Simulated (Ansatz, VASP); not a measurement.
Given: the input of a run of Ansatz 0.2.0 on Si. 

Contents of input.yaml:

```yaml
crystal:
  lattice:
    - [0.0, 2.7218511865, 2.7218511865]
    - [2.7218511865, 0.0, 2.7218511865]
    - [2.7218511865, 2.7218511865, 0.0]
  atoms:
    - { symbol: Si, position: [0.5, 0.5, 0.5] }
    - { symbol: Si, position: [0.75, 0.75, 0.75] }
hamiltonian:
  xc: r2scan
  pseudopotentials: { kind: paw }
kpoints:
  mp_grid: { grid: [8, 8, 8] }
scf:
  occupations: { method: fermi_dirac, width: 0.05 }
output:
  forces: true
  stress: true
  write_density: true
  write_potential: true
  elf: true
  volumetric_format: npy
relax:
  f_tol: 0.01
  max_steps: 40
  cell: { stress_tol: 0.05 }
```

Potentials or basis: Ansatz PAW.

Command:

```sh
$ ansatz run input.yaml --threads 2 --pin off --max-ram 5120MiB --backend cpu --events-out ev --progress --plain --runs-dir out
```

Task: Set up the same calculation for VASP 6.6.1. Potentials or basis there: PBE PAW files Si, 600 eV.

Result: As run (cutoffs and basis follow the program's own potentials, and thresholds, step limits or extra output files can differ):

INCAR

```
SYSTEM = Si
  PREC = Accurate
  ENCUT = 600
  EDIFF = 1E-6
  ISMEAR = -1
  SIGMA = 0.05
  LREAL = .FALSE.
  LASPH = .TRUE.
  NELM = 60
  ALGO = Normal
  ISIF = 3
  LWAVE = .FALSE.
  LCHARG = .FALSE.
  METAGGA = R2SCAN
  LMIXTAU = .TRUE.
  IBRION = 2
  NSW = 60
  EDIFFG = -0.01
```

Contents of KPOINTS:

```
Automatic mesh
0
G
  8 8 8
  0 0 0
```

Contents of POSCAR:

```
Si
1.0
    0.0000000000      2.7218511865      2.7218511865
    2.7218511865      0.0000000000      2.7218511865
    2.7218511865      2.7218511865      0.0000000000
Si
2
Direct
    0.5000000000      0.5000000000      0.5000000000
    0.7500000000      0.7500000000      0.7500000000
```

Potentials or basis: VASP PAW PBE potentials, release 64 (Si).

Command:

```bash
$ cat potpaw_PBE.64/Si/POTCAR > POTCAR
$ mpirun -np 1 vasp_std > vasp.out
```

Both were run:

|  | Ansatz | VASP |
| --- | --- | --- |
| Relaxed volume | 20.16 Å³/atom | 20.12 Å³/atom |
| Relaxed cell | a = 3.849 Å, b = 3.849 Å, c = 3.849 Å, α = 60.00°, β = 60.00°, γ = 60.00° | a = 3.847 Å, b = 3.847 Å, c = 3.847 Å, α = 60.00°, β = 60.00°, γ = 60.00° |
| Space group after relaxing | Fd-3m (No. 227) | Fd-3m (No. 227) |
| Pressure after relaxing | 0.0 GPa | 0.0 GPa |

Ansatz's pressure holds a Pulay term of +0.01 GPa for its cutoff of 500 eV, which the other run lacks.

Ansatz's potentials were made for PBE. VASP's potentials were made for PBE.

Where Ansatz's input types no cutoff or centring, it takes its own default and a Γ-centred mesh.

Pressure is positive in compression.
